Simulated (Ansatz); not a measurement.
## Electron scattering at the Σ9 (114) boundary in bcc Mo with H (interstitial)

How much does the Σ9 (114) boundary in bcc Mo with H (interstitial) reflect electrons?

Main program and level: Ansatz 0.2.0; Ansatz plane-wave DFT, PBE, PAW files; relaxation of a bicrystal slab with its lowest layers held; PAW set soft_1, in the first sound run; inputs show where later runs differ.

## (1) Starting point

The cell holds 26 atoms: 25 Mo and 1 H. Its edges and angles: a = 5.219 Å, b = 4.451 Å, c = 29.544 Å, α = 90.0°, β = 90.0°, γ = 64.8°. It derives from Mo. built on the (1 1 4) plane; 2 overlapping atoms removed and the grains opened by 0 Å. Vacuum lies along c.

## (2) Relaxing the bicrystal

The boundary is built by mirroring the lower grain in the boundary plane and removing any atoms that overlap; then the H is put in at the boundary. A thin bicrystal slab is relaxed first, with the lowest layers held and the upper grain free to shift and open.

File input.yaml:

```yaml
crystal:
  lattice:
    - [5.2187091076, 0.0, 0.0]
    - [1.8977124028, 4.0256559262, 0.0]
    - [0.0, 0.0, 29.5438753375]
  atoms:
    - { symbol: Mo, position: [0.8888888887, 0.0555555556, 0.1692398151] }
    - { symbol: Mo, position: [0.4444444443, 0.7777777778, 0.1943467114] }
    - { symbol: Mo, position: [0.9999999999, 0.5, 0.2194536077] }
    - { symbol: Mo, position: [0.5555555555, 0.2222222223, 0.2445605039] }
    - { symbol: Mo, position: [0.111111111, 0.9444444445, 0.2696674002] }
    - { symbol: Mo, position: [0.6666666666, 0.6666666667, 0.2947742965] }
    - { symbol: Mo, position: [0.2222222222, 0.3888888889, 0.3198811927] }
    - { symbol: Mo, position: [0.7777777777, 0.1111111111, 0.344988089] }
    - { symbol: Mo, position: [0.3333333333, 0.8333333333, 0.3700949853] }
    - { symbol: Mo, position: [0.8888888889, 0.5555555556, 0.3952018815] }
    - { symbol: Mo, position: [0.4444444444, 0.2777777778, 0.4203087778] }
    - { symbol: Mo, position: [0.0, 0.0, 0.4454156741] }
    - { symbol: H, position: [0.5, 0.75, 0.4454156741] }
    - { symbol: Mo, position: [0.8888888889, 0.5555555556, 0.4956294666] }
    - { symbol: Mo, position: [0.3333333333, 0.8333333333, 0.5207363629] }
    - { symbol: Mo, position: [0.7777777777, 0.1111111111, 0.5458432592] }
    - { symbol: Mo, position: [0.2222222222, 0.3888888889, 0.5709501554] }
    - { symbol: Mo, position: [0.6666666666, 0.6666666667, 0.5960570517] }
    - { symbol: Mo, position: [0.111111111, 0.9444444445, 0.621163948] }
    - { symbol: Mo, position: [0.5555555555, 0.2222222223, 0.6462708442] }
    - { symbol: Mo, position: [0.9999999999, 0.5, 0.6713777405] }
    - { symbol: Mo, position: [0.4444444443, 0.7777777778, 0.6964846368] }
    - { symbol: Mo, position: [0.8888888887, 0.0555555556, 0.721591533] }
    - { symbol: Mo, position: [0.3333333332, 0.3333333334, 0.7466984293] }
    - { symbol: Mo, position: [0.7777777776, 0.6111111112, 0.7718053256] }
    - { symbol: Mo, position: [0.222222222, 0.888888889, 0.7969122219] }
kpoints:
  mp_grid: { grid: [6, 6, 1] }
hamiltonian:
  xc: pbe
  pseudopotentials: { kind: paw, azcp: { folder: soft_1 } }
scf:
  occupations: { method: fermi_dirac, width: 0.1 }
relax:
  f_tol: 0.03
  max_steps: 80
  constraints: [{ sites: [0, 1, 2, 3, 4] }]
```

Started as:

```sh
ansatz run input.yaml --threads 4 --pin off --max-ram 15360MiB --backend cpu --events-out ev --progress --plain --runs-dir out
```

Numbers of over 12 decimals in the logs are rounded to 6 here.

The log of the run:

```text
Engine: ansatz 0.2.0, aarch64-unknown-linux-gnu
Pseudopotentials: kind: paw
Pseudopotential: Mo, paw, valence charge 14, recommended cutoff 420 eV (normal), soft_1/Mo.paw.azcp
Pseudopotential: H, paw, valence charge 1, recommended cutoff 420 eV (normal), soft_1/H.paw.azcp
Functional definition: PBE
  parameter kappa = 0.804
  parameter beta = 0.066725
  exchange = pbe_x(kappa = kappa, mu = beta*pi^2/3)
  correlation = pbe_c(beta = beta)
Crystal: 26 atoms, lattice volume = 620.679 Å³
Basis set: ecut = 420 eV, 12199 PW (Γ), exchange–correlation on 72×60×400 points (8 copies of the dense FFT grid, shifted against one another)
Bands: 211, of which v1, the nominal top of the filled ones, is band 176 counted from 1 (175 counted from 0)
Symmetry: 2 space group operations
Space group: Cm (ITA 8), of the structure as read, at distance tolerance 8.5e-5 Å
k-points: 13 of 36 (time reversal used)
Non-local potential: Mo, projectors of the file, l = 0: 3, l = 1: 2, l = 2: 2, l = 3: 1
Non-local potential: H, projectors of the file, l = 0: 2, l = 1: 1
PAW form: soft (Blöchl's): semilocal exchange-correlation on the pseudo side does not see the compensation charge
PAW one-centre angular grid: Mo, 590 points (default); XC on 64 Gauss nodes
PAW one-centre angular grid: H, 110 points (default); XC on 64 Gauss nodes
Initial density: superposition of atomic densities (neutral atoms: chi_scale 0, normalization atom)
Initial wavefunctions: pseudopotential atomic-orbital guess
Functional: x = pbe(κ = 0.804, μ = 0.219515), c = pbe(β = 0.066725)
SCF iter   1: F=—  HF=-123926.558863 eV  |F-HF|=—  |Δ(HF+E_count)|=         —  Δρ=8.77e-2  dr2=2.52e2  ethr=3.10e-3  ⟨swp⟩=7.8  Hψ=12200  notcnv=0
preconditioner: auto → LDOS  [metal: Δε(μ)=0.005 eV  Ē_g=4.413 eV  σ=0.100 eV  W_gap=0.01  n_scr=148 (ndim 8)  ℏωp=18.3 eV  f_vac=0.289  D(μ)=18.29/eV (n_scr^D=122)  β→1.0]
SCF iter   2: F=—  HF=-123921.008690 eV  |F-HF|=—  |Δ(HF+E_count)|=    5.55e0  Δρ=7.96e-2  dr2=4.23e2  ethr=3.10e-3  ⟨swp⟩=8.0  Hψ=9281  notcnv=0  defer=5
SCF iter   3: F=—  HF=-123906.133209 eV  |F-HF|=—  |Δ(HF+E_count)|=    1.49e1  Δρ=1.43e-2  dr2=7.06e0  ethr=3.10e-3  ⟨swp⟩=6.1  Hψ=7916  notcnv=0  defer=3
SCF iter   4: F=—  HF=-123905.909400 eV  |F-HF|=—  |Δ(HF+E_count)|=   2.24e-1  Δρ=4.17e-3  dr2=1.97e-1  ethr=2.01e-3  ⟨swp⟩=3.4  Hψ=3975  notcnv=0  defer=1
SCF iter   5: F=—  HF=-123905.869758 eV  |F-HF|=—  |Δ(HF+E_count)|=   3.96e-2  Δρ=1.28e-3  dr2=6.80e-2  ethr=5.61e-5  ⟨swp⟩=4.8  Hψ=6492  notcnv=0  defer=1
SCF iter   6: F=—  HF=-123905.870471 eV  |F-HF|=—  |Δ(HF+E_count)|=   7.14e-4  Δρ=6.83e-4  dr2=1.20e-2  ethr=1.94e-5  ⟨swp⟩=1.2  Hψ=2913  notcnv=0
SCF iter   7: F=—  HF=-123905.870518 eV  |F-HF|=—  |Δ(HF+E_count)|=   4.64e-5  Δρ=1.34e-4  dr2=3.62e-4  ethr=3.41e-6  ⟨swp⟩=2.0  Hψ=3453  notcnv=0
SCF iter   8: F=—  HF=-123905.870554 eV  |F-HF|=—  |Δ(HF+E_count)|=   3.65e-5  Δρ=6.16e-5  dr2=8.34e-5  ethr=1.03e-7  ⟨swp⟩=3.4  Hψ=5735  notcnv=0
SCF iter   9: F=-123905.870553 eV  HF=-123905.870554 eV  |F-HF|=1.17e-6  |Δ(HF+E_count)|=   9.69e-8  Δρ=1.91e-5  dr2=6.63e-6  ethr=6.41e-9  ⟨swp⟩=5.0  Hψ=8966  notcnv=0
SCF 1 converged in 9 iterations: F = -123905.870553 eV  dr2 = 6.63e-6
  greatest PAW one-centre occupation: 0.999 electrons in one spin orbital (limit 2), on the Mo atom at site 16 (counted from 0), in its partial waves of l = 0
relax step   1: F+E_penalty+E_count = -123905.87055298 eV  Δ(F+E_penalty+E_count) = +0.000e0 eV  max|allowed force component| = 2.164e0 eV/Å  Δτ_max = 0.0000 Å  (9 SCF iters, dr2 threshold 2.25e-5 eV, accepted)
Initial density: handed on by an earlier stage of this run
Initial wavefunctions: those handed on with the density
iter 1 solved again at ethr=7.42e-4 eV; its pass at ethr=3.10e-3 eV (dr2=2.60e0 eV) is discarded
SCF iter   1: F=—  HF=-123906.580261 eV  |F-HF|=—  |Δ(HF+E_count)|=         —  Δρ=1.09e-2  dr2=2.71e0  ethr=7.42e-4  ⟨swp⟩=3.0  Hψ=9187  notcnv=0
preconditioner: auto → LDOS  [metal: Δε(μ)=0.021 eV  Ē_g=3.872 eV  σ=0.100 eV  W_gap=0.05  n_scr=148 (ndim 8)  ℏωp=18.3 eV  f_vac=0.295  D(μ)=21.28/eV (n_scr^D=156)  β→1.0]
SCF iter   2: F=—  HF=-123906.490267 eV  |F-HF|=—  |Δ(HF+E_count)|=   9.00e-2  Δρ=3.87e-3  dr2=2.13e-1  ethr=7.42e-4  ⟨swp⟩=5.5  Hψ=4460  notcnv=0  defer=3
SCF iter   3: F=—  HF=-123906.464674 eV  |F-HF|=—  |Δ(HF+E_count)|=   2.56e-2  Δρ=1.44e-3  dr2=2.90e-2  ethr=6.08e-5  ⟨swp⟩=3.2  Hψ=6114  notcnv=0
SCF iter   4: F=—  HF=-123906.460235 eV  |F-HF|=—  |Δ(HF+E_count)|=   4.44e-3  Δρ=2.60e-4  dr2=7.24e-4  ethr=8.27e-6  ⟨swp⟩=2.5  Hψ=4185  notcnv=0
SCF iter   5: F=-123906.460283 eV  HF=-123906.460286 eV  |F-HF|=2.85e-6  |Δ(HF+E_count)|=   5.04e-5  Δρ=9.02e-5  dr2=8.45e-5  ethr=2.85e-8  ⟨swp⟩=3.2  Hψ=11833  notcnv=0
SCF 2 converged in 5 iterations: F = -123906.460283 eV  dr2 = 8.45e-5
  greatest PAW one-centre occupation: 0.999 electrons in one spin orbital (limit 2), on the Mo atom at site 22 (counted from 0), in its partial waves of l = 0
relax step   2: F+E_penalty+E_count = -123906.46028275 eV  Δ(F+E_penalty+E_count) = -5.897e-1 eV  max|allowed force component| = 7.019e-1 eV/Å  Δτ_max = 0.1949 Å  (5 SCF iters, dr2 threshold 1.00e-4 eV, accepted)
SCF iter   1: F=—  HF=-123907.153795 eV  |F-HF|=—  |Δ(HF+E_count)|=         —  Δρ=1.92e-2  dr2=1.78e1  ethr=3.10e-3  ⟨swp⟩=6.2  Hψ=7003  notcnv=0
preconditioner: auto → LDOS  [metal: Δε(μ)=0.006 eV  Ē_g=3.909 eV  σ=0.100 eV  W_gap=0.01  n_scr=148 (ndim 8)  ℏωp=18.3 eV  f_vac=0.300  D(μ)=21.49/eV (n_scr^D=156)  β→1.0]
SCF iter   2: F=—  HF=-123906.825890 eV  |F-HF|=—  |Δ(HF+E_count)|=   3.28e-1  Δρ=5.96e-3  dr2=5.44e-1  ethr=3.10e-3  ⟨swp⟩=2.0  Hψ=3460  notcnv=0
SCF iter   3: F=—  HF=-123906.780889 eV  |F-HF|=—  |Δ(HF+E_count)|=   4.50e-2  Δρ=4.22e-3  dr2=2.13e-1  ethr=1.55e-4  ⟨swp⟩=3.2  Hψ=5283  notcnv=0
SCF iter   4: F=—  HF=-123906.746341 eV  |F-HF|=—  |Δ(HF+E_count)|=   3.45e-2  Δρ=1.39e-3  dr2=2.33e-2  ethr=6.08e-5  ⟨swp⟩=2.0  Hψ=3879  notcnv=0
SCF iter   5: F=—  HF=-123906.741728 eV  |F-HF|=—  |Δ(HF+E_count)|=   4.61e-3  Δρ=3.99e-4  dr2=2.58e-3  ethr=6.65e-6  ⟨swp⟩=2.0  Hψ=4703  notcnv=0
SCF iter   6: F=—  HF=-123906.741471 eV  |F-HF|=—  |Δ(HF+E_count)|=   2.57e-4  Δρ=9.44e-5  dr2=1.15e-4  ethr=7.35e-7  ⟨swp⟩=2.0  Hψ=3703  notcnv=0
SCF iter   7: F=-123906.741460 eV  HF=-123906.741464 eV  |F-HF|=4.63e-6  |Δ(HF+E_count)|=   6.36e-6  Δρ=2.40e-5  dr2=9.21e-6  ethr=8.77e-9  ⟨swp⟩=3.0  Hψ=11292  notcnv=0
SCF 3 converged in 7 iterations: F = -123906.741460 eV  dr2 = 9.21e-6
relax step   3: F+E_penalty+E_count = -123906.74145959 eV  Δ(F+E_penalty+E_count) = -2.812e-1 eV  max|allowed force component| = 2.950e-1 eV/Å  Δτ_max = 0.1918 Å  (7 SCF iters, dr2 threshold 3.08e-5 eV, accepted)
[...]
relax step   4: F+E_penalty+E_count = -123906.81821407 eV  Δ(F+E_penalty+E_count) = -7.675e-2 eV  max|allowed force component| = 1.921e-1 eV/Å  Δτ_max = 0.1974 Å  (8 SCF iters, dr2 threshold 9.15e-6 eV, accepted)
[...]
relax step   5: F+E_penalty+E_count = -123906.82932148 eV  Δ(F+E_penalty+E_count) = -1.111e-2 eV  max|allowed force component| = 1.821e-1 eV/Å  Δτ_max = 0.1080 Å  (6 SCF iters, dr2 threshold 6.52e-6 eV, accepted)
[...]
relax step   6: F+E_penalty+E_count = -123906.84094741 eV  Δ(F+E_penalty+E_count) = -1.163e-2 eV  max|allowed force component| = 1.171e-1 eV/Å  Δτ_max = 0.0582 Å  (6 SCF iters, dr2 threshold 1.41e-5 eV, accepted)
[...]
relax step   7: F+E_penalty+E_count = -123906.83979764 eV  Δ(F+E_penalty+E_count) = +1.150e-3 eV  max|allowed force component| = 1.268e-1 eV/Å  Δτ_max = 0.0716 Å  (5 SCF iters, dr2 threshold 5.67e-6 eV, rejected (line search))
SCF iter   1: F=—  HF=-123906.850088 eV  |F-HF|=—  |Δ(HF+E_count)|=         —  Δρ=2.55e-3  dr2=2.67e-2  ethr=9.89e-5  ⟨swp⟩=2.5  Hψ=4747  notcnv=0
preconditioner: auto → LDOS  [metal: Δε(μ)=0.010 eV  Ē_g=3.923 eV  σ=0.100 eV  W_gap=0.02  n_scr=148 (ndim 8)  ℏωp=18.3 eV  f_vac=0.305  D(μ)=21.50/eV (n_scr^D=156)  β→1.0]
SCF iter   2: F=—  HF=-123906.847408 eV  |F-HF|=—  |Δ(HF+E_count)|=   2.68e-3  Δρ=9.11e-4  dr2=5.92e-3  ethr=7.61e-6  ⟨swp⟩=2.0  Hψ=5142  notcnv=0
SCF iter   3: F=—  HF=-123906.845700 eV  |F-HF|=—  |Δ(HF+E_count)|=   1.71e-3  Δρ=2.77e-4  dr2=7.64e-4  ethr=1.69e-6  ⟨swp⟩=2.2  Hψ=4811  notcnv=0
SCF iter   4: F=—  HF=-123906.845513 eV  |F-HF|=—  |Δ(HF+E_count)|=   1.87e-4  Δρ=6.58e-5  dr2=4.22e-5  ethr=2.18e-7  ⟨swp⟩=3.5  Hψ=5974  notcnv=0
SCF iter   5: F=—  HF=-123906.845902 eV  |F-HF|=—  |Δ(HF+E_count)|=   3.89e-4  Δρ=1.64e-5  dr2=2.30e-6  ethr=1.20e-8  ⟨swp⟩=2.3  Hψ=4938  notcnv=0
SCF iter   6: F=—  HF=-123906.845902 eV  |F-HF|=—  |Δ(HF+E_count)|=   2.92e-7  Δρ=6.45e-6  dr2=3.98e-7  ethr=6.56e-10  ⟨swp⟩=3.4  Hψ=6053  notcnv=0
SCF iter   7: F=-123906.845902 eV  HF=-123906.845902 eV  |F-HF|=3.58e-8  |Δ(HF+E_count)|=   1.26e-7  Δρ=2.12e-6  dr2=4.13e-8  ethr=2.85e-11  ⟨swp⟩=5.0  Hψ=9197  notcnv=0
SCF 8 converged in 7 iterations: F = -123906.845902 eV  dr2 = 4.13e-8
relax step   8: F+E_penalty+E_count = -123906.84590225 eV  Δ(F+E_penalty+E_count) = -4.955e-3 eV  max|allowed force component| = 2.378e-2 eV/Å  Δτ_max = 0.0322 Å  (7 SCF iters, accepted)
SCF converged after 7 iterations
Free energy (F): -123906.845902 eV
Harris-Foulkes:  -123906.845902 eV  (|F-HF|=3.58e-8)
Internal energy: -123906.142642 eV  (E = F + TS)
E sigma→0 (E₀):  -123906.494272 eV
Entropy (-TS):   -0.703260 eV (-27.048 meV/atom)
Fermi energy:    11.893981 eV
--- Per-component energies (eV) ---
  E_band       = -4526.562595
  E_kinetic    = 10549.594393
  E_local      = -343458.840807  (includes V_loc(G=0)·N_el)
  E_nonlocal   = 3717.758748
  E_hartree    = 167075.158022
  E_xc         = -4401.454064
  E_vxc        = -5486.358718  (∫ρ·V_xc dr)
  E_paw        = -80298.998977  (= ΣΔE_a)
  E_vpaw       = -3999.055799  (= ΣTr[D̂ρ^β])
  E_aug_tail   = 0.000417  (compensation charges beyond the density's cutoff)
  E_ewald      = 122910.639625
  E_smearing   = -0.703260  (= −TS)
  E_closure    = 0.000000  (closes the sum)
  Σ components = -123906.845902   (vs F -123906.845902, Δ=0.00e0)
--- Forces (eV/Å), atoms counted from 1 ---
  atom   1  Mo     0.27957101    -0.13179104     2.15808381
  atom   2  Mo    -0.38885154     0.18330637     0.23390841
  atom   3  Mo    -0.05414492     0.02552416    -0.89199631
  atom   4  Mo    -0.05478092     0.02582397    -1.29774398
  atom   5  Mo     0.21068928    -0.09931988    -0.22436988
  atom   6  Mo     0.00376133    -0.00177311    -0.00378856
  atom   7  Mo     0.00578357    -0.00272640     0.01009161
  atom   8  Mo    -0.00483126     0.00227748     0.00960578
  atom   9  Mo     0.00588997    -0.00277656     0.00310921
  atom  10  Mo    -0.00734535     0.00346263    -0.01368319
  atom  11  Mo    -0.00294740     0.00138942    -0.00035061
  atom  12  Mo     0.01471393    -0.00693621    -0.00157332
  atom  13  H      0.00020536    -0.00009681    -0.01364672
  atom  14  Mo    -0.02043129     0.00963140    -0.00059656
  atom  15  Mo    -0.01145585     0.00540034     0.02377718
  atom  16  Mo     0.00495100    -0.00233392     0.00345770
  atom  17  Mo     0.00795687    -0.00375091     0.00664199
  atom  18  Mo     0.00403256    -0.00190097     0.00113574
  atom  19  Mo     0.00283126    -0.00133467     0.00294686
  atom  20  Mo    -0.00575166     0.00271136    -0.00149546
  atom  21  Mo     0.01105276    -0.00521032    -0.00895855
  atom  22  Mo    -0.00153564     0.00072391    -0.01375725
  atom  23  Mo     0.00177440    -0.00083646     0.01330771
  atom  24  Mo    -0.01076578     0.00507504     0.00149904
  atom  25  Mo    -0.00026033     0.00012272     0.00671661
  atom  26  Mo     0.00995270    -0.00469175    -0.00229651
  max |Σ_I F_I| component: 6.40e-5 eV/Å
--- Relaxed structure (8 steps of the walk, 7 accepted, 0 SCFs on fresh bases) ---
  F+E_penalty+E_count = -123906.84590225 eV   max|allowed force component| = 2.378e-2 eV/Å
  atoms:
    - { symbol: Mo, position: [0.8888888887, 0.055556, 0.1692398151] }
    - { symbol: Mo, position: [0.4444444443, 0.777778, 0.194347] }
    - { symbol: Mo, position: [0.9999999999, 0.500000, 0.2194536077] }
    - { symbol: Mo, position: [0.5555555555, 0.222222, 0.2445605039] }
    - { symbol: Mo, position: [0.111111, 0.944444, 0.2696674002] }
    - { symbol: Mo, position: [0.664162, 0.667919, 0.294210] }
    - { symbol: Mo, position: [0.220160, 0.389920, 0.320672] }
    - { symbol: Mo, position: [0.770052, 0.114974, 0.345149] }
    - { symbol: Mo, position: [0.339543, 0.830229, 0.369442] }
    - { symbol: Mo, position: [0.881443, 0.559279, 0.393084] }
    - { symbol: Mo, position: [0.447815, 0.276093, 0.433204] }
    - { symbol: Mo, position: [0.010213, -0.0051065, 0.440341] }
    - { symbol: H, position: [0.447393, 0.776304, 0.439551] }
    - { symbol: Mo, position: [0.870432, 0.564784, 0.486836] }
    - { symbol: Mo, position: [0.327178, 0.836411, 0.511570] }
    - { symbol: Mo, position: [0.756228, 0.121886, 0.534800] }
    - { symbol: Mo, position: [0.205437, 0.397281, 0.559601] }
    - { symbol: Mo, position: [0.644500, 0.677750, 0.585299] }
    - { symbol: Mo, position: [0.090989, 0.954506, 0.610898] }
    - { symbol: Mo, position: [0.539079, 0.230460, 0.636103] }
    - { symbol: Mo, position: [0.987564, 0.506218, 0.660384] }
    - { symbol: Mo, position: [0.433967, 0.783017, 0.686006] }
    - { symbol: Mo, position: [0.871481, 0.064260, 0.713549] }
    - { symbol: Mo, position: [0.314242, 0.342879, 0.737982] }
    - { symbol: Mo, position: [0.739715, 0.630143, 0.758985] }
    - { symbol: Mo, position: [0.217029, 0.891486, 0.780792] }
```

The job ended after 7.2 min (4 threads of Arm Neoverse V1, shared host; peak memory 3 GiB).

Step by step:

```tsv
step	energy less that of the first step (eV)	largest force component (eV/Å)
1	0.0000	2.1643
2	-0.5897	0.7019
3	-0.8709	0.2950
4	-0.9477	0.1921
5	-0.9588	0.1821
6	-0.9704	0.1171
7	-0.9692	0.1268
8	-0.9753	0.0238
```

Relaxation step 7 was tried and not accepted.

Forces are held to the 2 operations that the run works with; a distortion that breaks them can't arise in this run.

The atoms that moved most (Å):

```tsv
atom	dx	dy	dz	length
Mo26	-0.022	0.010	-0.476	0.477
Mo25	-0.163	0.077	-0.379	0.419
Mo11	0.014	-0.007	0.381	0.381
Mo17	-0.072	0.034	-0.335	0.345
Mo16	-0.092	0.043	-0.326	0.342
Mo18	-0.095	0.045	-0.318	0.335
Mo21	-0.053	0.025	-0.325	0.330
Mo19	-0.086	0.041	-0.303	0.318
```

This step gave:

```
free energy             : -123906.8459 eV
energy at zero smearing : -123906.4943 eV
Fermi energy            : 11.89 eV
```

The largest force component on a free atom ends at 0.024 eV/Å, under the tolerance of 0.03, after 8 steps.

(Part 1 of 2 ends here.)

[Logs are printed without paths, hosts, clocks, repeated set-up lines and the standing remarks that a program may print on its own settings, such as how far it seeks lower states.]

[Hosts, paths, dates, database ids (printed as entryN), source tags and the programs' standing remarks are cut or masked in the printed files.]
